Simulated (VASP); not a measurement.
A run of VASP 6.6.1 is set up as follows.

The input POSCAR:

```
WC
1.0
    0.0000000000      2.8868000000      2.8868000000
    2.8868000000      0.0000000000      2.8868000000
    2.8868000000      2.8868000000      0.0000000000
W C
2 2
Direct
    0.5000000000      0.5000000000      0.5000000000
    0.7500000000      0.7500000000      0.7500000000
    0.0000000000      0.0000000000      0.0000000000
    0.2500000000      0.2500000000      0.2500000000
```

The input INCAR.step1:

```
SYSTEM = WC
ALGO     = Fast           ! electronic algorithm
EDIFF    = 1E-6           ! SCF threshold, eV
ENCUT    = 520            ! plane-wave cutoff, eV
GGA      = PS             ! functional
ISIF     = 2              ! what is computed and relaxed
ISMEAR   = -1             ! smearing method
LASPH    = .TRUE.         ! aspherical terms in the spheres
LCHARG   = .TRUE.         ! write CHGCAR
LMAXMIX  = 4              ! l up to which the mixer works
LREAL    = .FALSE.        ! projectors in reciprocal space
LWAVE    = .FALSE.        ! write WAVECAR
NELM     = 80             ! most SCF steps
PREC     = Accurate       ! precision mode
SIGMA    = 0.05           ! smearing width, eV
```

Contents of KPOINTS.step1:

```
k-points
0
G
  6 6 6
  0 0 0
```

Contents of INCAR.step2:

```
SYSTEM = WC
ALGO     = Fast           ! electronic algorithm
EDIFF    = 1E-6           ! SCF threshold, eV
ENCUT    = 520            ! plane-wave cutoff, eV
GGA      = PS             ! functional
ICHARG   = 11             ! starting density
ISIF     = 2              ! what is computed and relaxed
ISMEAR   = 0              ! smearing method
LASPH    = .TRUE.         ! aspherical terms in the spheres
LCHARG   = .FALSE.        ! write CHGCAR
LMAXMIX  = 4              ! l up to which the mixer works
LREAL    = .FALSE.        ! projectors in reciprocal space
LWAVE    = .FALSE.        ! write WAVECAR
NELM     = 80             ! most SCF steps
PREC     = Accurate       ! precision mode
SIGMA    = 0.05           ! smearing width, eV
```

KPOINTS.step2

```
path GXWKGLUWLK,UX
10
line-mode
reciprocal
 0.0000000000  0.0000000000  0.0000000000  G
 0.5000000000  0.0000000000  0.5000000000  X

 0.5000000000  0.0000000000  0.5000000000  X
 0.5000000000  0.2500000000  0.7500000000  W

 0.5000000000  0.2500000000  0.7500000000  W
 0.3750000000  0.3750000000  0.7500000000  K

 0.3750000000  0.3750000000  0.7500000000  K
 0.0000000000  0.0000000000  0.0000000000  G

 0.0000000000  0.0000000000  0.0000000000  G
 0.5000000000  0.5000000000  0.5000000000  L

 0.5000000000  0.5000000000  0.5000000000  L
 0.6250000000  0.2500000000  0.6250000000  U

 0.6250000000  0.2500000000  0.6250000000  U
 0.5000000000  0.2500000000  0.7500000000  W

 0.5000000000  0.2500000000  0.7500000000  W
 0.5000000000  0.5000000000  0.5000000000  L

 0.5000000000  0.5000000000  0.5000000000  L
 0.3750000000  0.3750000000  0.7500000000  K

 0.6250000000  0.2500000000  0.6250000000  U
 0.5000000000  0.0000000000  0.5000000000  X
```

Potentials or basis: VASP PAW PBE potentials, release 64 (W_sv, C).

The run is started by

```console
$ cat potpaw_PBE.64/W_sv/POTCAR potpaw_PBE.64/C/POTCAR > POTCAR
$ cp INCAR.step1 INCAR
$ cp KPOINTS.step1 KPOINTS
$ mpirun -np 1 vasp_std > vasp.out
$ cp INCAR.step2 INCAR
$ cp KPOINTS.step2 KPOINTS
$ mpirun -np 1 vasp_std > vasp.out
```

(1) Estimate the band gap along the path.

Results:

(1) none (metal or under the smearing width).

Caveat: the log is that of the step along the path at fixed density, whose energy, stress, charges and moments have no meaning; spin-orbit coupling is left out, which moves the levels of the heavy elements.
